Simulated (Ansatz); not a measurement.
Input and command of a plane-wave DFT calculation in Ansatz:

```yaml
crystal:
  lattice:
    - [4.4257596261, 0.0, 0.0]
    - [-2.212879813, 3.8328202672, 0.0]
    - [0.0, 0.0, 7.1964034244]
  atoms:
    - { symbol: Mg, position: [0.3333333333, 0.6666666667, 0.9967051475] }
    - { symbol: Mg, position: [0.6666666667, 0.3333333333, 0.4967051475] }
    - { symbol: Te, position: [0.3333333333, 0.6666666667, 0.3732948525] }
    - { symbol: Te, position: [0.6666666667, 0.3333333333, 0.8732948525] }
basis:
  ecutwfc: 420
kpoints:
  mp_grid: { grid: [6, 6, 4] }
hamiltonian:
  xc: pbe
scf:
  occupations: { method: gaussian, width: 0.02 }
output:
  forces: true
  stress: true
  eigenvalues: true
relax:
  adjacent_minimum: "off"
  f_tol: 0.008
  max_steps: 40
```

```bash
ansatz run input.yaml --threads 1 --pin off --max-ram 2560MiB --backend cpu --events-out ev --progress --plain --runs-dir out
```

Processor: Arm Neoverse V2, 1 thread, on a host shared with other jobs.

Estimate time, memory and problem size.

About 10 s on 1 thread of Arm Neoverse V2, on a shared host, peak memory 0.35 GiB. It solves 32 bands at 21 k points (the mesh reduced by the symmetry that the task leaves, which can be less than the crystal's) with about 2359 plane waves, in 8 SCF iterations over 2 ionic steps.
